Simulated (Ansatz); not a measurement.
# Mn (Mn, fcc): the cost of one run

Method: DFT PBE, plane waves (420 eV) with PAW, scalar-relativistic, in Ansatz 0.2.0.

## (1) The structure to begin with

The structure is cubic, space group Fm-3m (No. 225). The conventional cell has a = 3.609 Å, b = 3.609 Å, c = 3.609 Å, α = 90.00°, β = 90.00°, γ = 90.00°. Around Mn (site symmetry m-3m) lie 12 Mn at 2.55 Å.

As a file:

```cif
data_structure
_symmetry_space_group_name_H-M 'Fm-3m'
_symmetry_Int_Tables_number 225
_cell_length_a 3.6088
_cell_length_b 3.6088
_cell_length_c 3.6088
_cell_angle_alpha 90.000
_cell_angle_beta 90.000
_cell_angle_gamma 90.000
_cell_volume 47.00
loop_
_atom_site_label
_atom_site_type_symbol
_atom_site_symmetry_multiplicity
_atom_site_Wyckoff_symbol
_atom_site_fract_x
_atom_site_fract_y
_atom_site_fract_z
_atom_site_occupancy
Mn1 Mn 4 a 0.00000 0.00000 0.00000 1
```

## (2) Geometry optimisation

input.yaml reads:

```yaml
crystal:
  lattice:
    - [0.0, 1.8043883278, 1.8043883278]
    - [1.8043883278, 0.0, 1.8043883278]
    - [1.8043883278, 1.8043883278, 0.0]
  atoms:
    - { symbol: Mn, position: [0.0, 0.0, 0.0] }
hamiltonian:
  xc: pbe
  pseudopotentials:
    kind: paw
    azcp:
      Mn: "pseudopotentials/Mn.paw.azcp"
basis:
  ecutwfc: 420
  fft_grid_basis: typed
kpoints:
  mp_grid: { grid: [15, 15, 15], shift: [0, 0, 0] }
magnetization:
  spin_polarized: false
scf:
  occupations: { method: fermi_dirac, width: 0.1 }
relax:
  max_steps: 60
  f_tol: 0.01
  cell: {}
```

Q: Estimate wall time and peak memory on 1 thread of an x86-64 CPU, shared host.

About 8.8 s, with a peak of 0.49 GiB.
